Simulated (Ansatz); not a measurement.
AlN: band structure with PBE

Crystal: AlN.

```
CELL_PARAMETERS angstrom
3.31212 0.00000 0.00000
-1.65606 2.86838 0.00000
0.00000 0.00000 4.18756
ATOMIC_POSITIONS crystal
Al 0.66667 0.33333 0.25000
Al 0.33333 0.66667 0.75000
N 0.66667 0.33333 0.75000
N 0.33333 0.66667 0.25000
```

Measurements of this composition are mostly on another form, of space group No. 186.

* Program: Ansatz 0.2.0
* Task: band structure
* Functional: PBE
* Potentials or basis: all-electron LAPW, scalar-relativistic
* Cutoff: 338 eV (chosen from the basis error)
* Basis error allowed: 0.002 eV/atom
* k mesh: 9 × 9 × 7
* Occupations: fermi-dirac, width 0.05 eV
* Spin: no spin polarisation

| Quantity | Value |
| --- | --- |
| Pressure | 0.3 GPa |
| Band gap on the k mesh | 3.27 eV, direct |
| Band gap along the path | 3.27 eV, direct |

Stress tensor (GPa, compression positive):
```
0.29 0.00 0.00
0.00 0.29 0.00
0.00 0.00 0.19
```

Levels at the corners of the path, in eV from the valence-band top:
```csv
point,band 14,band 15,band 16,band 17,band 18,band 19,band 20,band 21,band 22
Γ,-3.26,-3.26,-1.61,-1.61,0.00,3.27,4.41,8.24,8.24
M,-4.72,-4.47,-4.31,-2.88,-1.46,3.88,7.09,7.21,9.20
K,-4.53,-4.53,-3.75,-3.75,-2.53,5.21,6.18,8.77,8.77
Γ,-3.26,-3.26,-1.61,-1.61,0.00,3.27,4.41,8.24,8.24
A,-3.72,-2.47,-2.47,-2.47,-2.47,5.66,5.66,8.43,8.43
L,-7.24,-3.24,-3.24,-1.73,-1.73,5.07,5.07,9.26,9.26
H,-6.84,-5.13,-5.13,-0.82,-0.82,6.88,6.88,8.02,8.02
A,-3.72,-2.47,-2.47,-2.47,-2.47,5.66,5.66,8.43,8.43
```

It took 6.7 s on 2 threads of Intel(R) Xeon(R) Platinum 8488C (Sapphire Rapids), with other jobs on the host, peak memory 0.41 GiB.

Expect the measured gap to be larger: semilocal functionals such as PBE lack the derivative discontinuity.
